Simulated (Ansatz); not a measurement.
A plane-wave DFT run in Ansatz 0.2.0 (scalar-relativistic PAW potentials unless the input names others): input and command.

```yaml
crystal:
  lattice:
    - [4.633644693, 0.0, 0.0]
    - [-2.3168223465, 4.0128540163, 0.0]
    - [0.0, 0.0, 7.2967112095]
  atoms:
    - { symbol: Pb, position: [0.0, 0.0, 0.0] }
    - { symbol: I, position: [0.3333333333, 0.6666666667, 0.2547737147] }
    - { symbol: I, position: [0.6666666667, 0.3333333333, 0.7452262853] }
kpoints:
  mp_grid: { grid: [6, 6, 4] }
hamiltonian:
  xc: r2scan
scf:
  occupations: { method: methfessel_paxton, width: 0.025 }
output:
  forces: true
  eigenvalues: true
  stress: true
accuracy: low
```

```bash
ansatz run input.yaml --threads 1 --pin off --max-ram 2560MiB --backend cpu --events-out ev --progress --plain --runs-dir out
```

Abridged log:
```
Basis set: ecut = 500 eV, 3453 PW (Γ), exchange–correlation on 108×108×162 points (27 copies of the dense FFT grid, shifted against one another)
Bands: 29, of which v1, the nominal top of the filled ones, is band 24 counted from 1 (23 counted from 0)
Symmetry: 12 space group operations
k-points: 24 of 144
SCF iter   1: F=—  HF=-26979.203146 eV  |F-HF|=—  |Δ(HF+E_count)|=         —  Δρ=3.54e-3  dr2=1.65e-2  dr2_τ=2.63e-3  ethr=1.77e-3  ⟨swp⟩=9.0  Hψ=3674  notcnv=0
SCF iter   2: F=—  HF=-26979.204219 eV  |F-HF|=—  |Δ(HF+E_count)|=   1.07e-3  S|Δr|=    0.00e0  Δρ=1.53e-3  dr2=3.13e-3  dr2_τ=8.55e-5  ethr=3.43e-5  ⟨swp⟩=2.5  Hψ=1342  notcnv=0  defer=24
SCF iter   3: F=—  HF=-26979.204051 eV  |F-HF|=—  |Δ(HF+E_count)|=   1.68e-4  S|Δr|=    0.00e0  Δρ=3.79e-4  dr2=2.24e-4  dr2_τ=1.47e-5  ethr=6.52e-6  ⟨swp⟩=2.0  Hψ=1344  notcnv=0
automatic band count: iteration 3 solves 28 bands in place of 29: the levels show a gap, and the empty bands left out lie too high to hold charge; the band table lists the bands solved (type scf.n_extra_bands for more)
SCF iter   4: F=—  HF=-26979.204072 eV  |F-HF|=—  |Δ(HF+E_count)|=   2.12e-5  S|Δr|=    0.00e0  Δρ=1.60e-4  dr2=2.85e-5  dr2_τ=1.21e-6  ethr=4.66e-7  ⟨swp⟩=3.0  Hψ=1327  notcnv=0
SCF iter   5: F=—  HF=-26979.204097 eV  |F-HF|=—  |Δ(HF+E_count)|=   2.50e-5  S|Δr|=    0.00e0  Δρ=4.61e-5  dr2=2.94e-6  dr2_τ=1.33e-7  ethr=5.93e-8  ⟨swp⟩=2.5  Hψ=984  notcnv=0
SCF iter   6: F=—  HF=-26979.204098 eV  |F-HF|=—  |Δ(HF+E_count)|=   1.47e-6  S|Δr|=    0.00e0  Δρ=1.22e-5  dr2=1.62e-7  dr2_τ=9.65e-9  ethr=6.12e-9  ⟨swp⟩=3.0  Hψ=1398  notcnv=0
SCF iter   7: F=-26979.204099 eV  HF=-26979.204099 eV  |F-HF|=1.54e-8  |Δ(HF+E_count)|=   1.31e-7  S|Δr|=    0.00e0  Δρ=2.87e-6  dr2=1.04e-8  dr2_τ=4.64e-10  ethr=2.08e-10  ⟨swp⟩=7.0  Hψ=2961  notcnv=0
SCF 1 converged in 7 iterations: F = -26979.204099 eV  dr2 = 1.04e-8
SCF converged after 7 iterations
Stability not checked: this state was not tested for a lower state beside it, because cold or Methfessel-Paxton smearing, or corrected tetrahedra, fill the levels in a way that the test cannot read (fill_not_monotonic; see scf.lower_state_search)
Free energy (F): -26979.204099 eV
Harris-Foulkes:  -26979.204099 eV  (|F-HF|=1.54e-8)
Internal energy: -26979.204099 eV  (E = F + TS)
E sigma→0 (E₀):  -26979.204099 eV
Fermi energy:    5.200674 eV
Step filling:    the computed levels leave a gap of 2.7587 eV = 110.3 smearing widths at the electron count; against every level under it full and every level over it empty, smearing changes F+E_penalty+E_count by +0.00e0 meV and its σ→0 estimate by +0.00e0 meV
--- Forces (eV/Å), atoms counted from 1 ---
  atom   1  Pb     0.00000000     0.00000000     0.00000000
  atom   2  I      0.00000000     0.00000000    -0.00238778
  atom   3  I      0.00000000     0.00000000     0.00238778
--- Stress (GPa, compression-positive) ---
       -0.038808       0.000000       0.000000
        0.000000      -0.038808       0.000000
        0.000000       0.000000       0.004020
  P = ⅓ Tr σ = -0.0245 GPa (-0.245 kbar)
settings of this run that can trade accuracy for cost: accuracy: low. Do not mix this run's numbers with those of runs without the same settings; the input reference describes each key
```

Apart from outputs, empty bands and the relaxation, which only the reference makes, the input differs from a reference run on usual settings in accuracy: not typed → "low"; scf.occupations.method: "gaussian" → "methfessel_paxton"; scf.occupations.width: 0.02 → 0.025; basis.ecutwfc: 500 → not typed. The reference, at the same geometry, ended its own course with pressure -0.02 GPa, largest force 0.002 eV/Å, gap on the mesh 2.76 eV. This run converged in 7 SCF iterations with an energy at zero smearing within 0.01 meV/atom of the reference's, pressure -0.02 GPa, largest force 0.002 eV/Å, gap on the mesh 2.76 eV. Its accuracy level is looser than usual, yet energy, pressure and forces hardly moved.

It took 11 s on 1 thread of Arm Neoverse V2 (shared host), peak memory 0.54 GiB.